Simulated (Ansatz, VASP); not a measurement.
## CdSe in VASP and in Ansatz

```
Cd Se
1.0
    -0.15493    3.03679    3.03679
     3.03679   -0.15493    3.03679
     3.03679    3.03679   -0.15493
Cd Se
1 1
Direct
  0.99496 0.99496 0.99496
  0.25504 0.25504 0.25504
```

Change from the starting cell: epitaxial_111 strain +4.0%.

Alike in both runs: task single point; functional r2SCAN; k mesh 8 × 8 × 8; no spin polarisation.

|  | VASP | Ansatz |
| --- | --- | --- |
| version | VASP 6.6.1 | Ansatz 0.2.0 |
| potentials or method | VASP PAW PBE potentials, release 64 (Cd, Se) | plane waves, PAW |
| plane-wave cutoff (eV) | 520 | 500 |
| occupations | gaussian, width 0.01 eV | fixed |
| valence electrons in the cell | 18 | 36 |

```tsv
	VASP	Ansatz	Ansatz less VASP
gap on the k mesh at the Fermi level (eV)	0.76	0.78	+0.012
pressure (GPa)	-2.0	-2.2	-0.19
largest component of the traceless stress (GPa)	1.09	1.08	-0.012
rms of the force components (eV/Å)	0.004	0.001	-0.0036
```

Atom by atom the forces differ by 0.004 eV/Å (rms over components). The two sets of potentials don't hold the same shells in valence.

Caveats: the PAW data sets were made with another functional, which shifts forces and pressure a little (VASP).
